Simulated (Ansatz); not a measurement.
**Calculated coordination and ¹⁷O quadrupole coupling for BaTiO3 under strain**

Cell: an entry of the Crystallography Open Database (COD), relaxed with PBE at fixed cell and then changed (z compressed by 2 %, ions relaxed).

```yaml
crystal:
  lattice:
    - [3.98410, 0.00000, 0.00000]
    - [0.00000, 2.83705, 2.78888]
    - [0.00000, -2.83705, 2.78888]
  atoms:
    - { symbol: Ba, position: [0.00000, 0.00428, 0.00428] }
    - { symbol: Ti, position: [0.50000, 0.51490, 0.51490] }
    - { symbol: O, position: [0.00000, 0.49431, 0.49431] }
    - { symbol: O, position: [0.50000, 0.49433, 0.98840] }
    - { symbol: O, position: [0.50000, 0.98840, 0.49433] }
```

Sites (sets of like atoms) are named by element and the number of their first atom in this list.

All values are calculated (Ansatz; DFT, PBE, plane waves and PAW, scalar-relativistic, 420 eV cutoff, Γ-centred 8×8×8 k-points, Fermi–Dirac smearing 0.02 eV), not measured.

Q(¹⁷O) = -25.58 mb.

Problem. Rank these O sites by |C_Q|, smallest first.
A. O4: 2 Ti at 1.89–2.09 Å, angle 175°; also 4 Ba at 2.79–2.84 Å
B. O3: 2 Ti at 2.00 Å, angle 173°; also 4 Ba at 2.73–2.84 Å

Solution. A (1.25 MHz, η = 0.10), B (1.70 MHz, η = 0.01).

At O4 V_zz points along the shorter of its two bonds, to Ti (within 1°). At O3 V_zz points along the line of its two bonds (within 1°).

At this changed cell the PBE pressure is 6 GPa.
